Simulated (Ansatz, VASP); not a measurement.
One calculation of AlN, two programs

```
Al N
1.0
     2.83285    0.00000    0.00000
    -1.41643    2.45332    0.00000
     0.00000    0.00000    4.84101
Al N
2 2
Direct
  0.00000 0.00000 0.00000
  0.00000 0.00000 0.50000
  0.33333 0.66667 0.25000
  0.66667 0.33333 0.75000
```

Alike in both runs: task single point; functional PBE; k mesh 9 × 9 × 4; no spin polarisation.

|  | VASP | Ansatz |
| --- | --- | --- |
| version | VASP 6.6.1 | Ansatz 0.2.0 |
| potentials or method | VASP PAW PBE potentials, release 64 (Al, N) | plane waves, PAW |
| plane-wave cutoff (eV) | 520 | 420 |
| occupations | gaussian, width 0.01 eV | fixed |
| valence electrons in the cell | 16 | 16 |

|  | VASP | Ansatz | Ansatz less VASP |
| --- | --- | --- | --- |
| gap on the k mesh at the Fermi level (eV) | 5.09 | 5.11 | +0.012 |

Caveats: an odd mesh through Γ misses points on the zone boundary, where band edges often lie. PBE gaps usually lie below the measured ones, often by a third to a half.
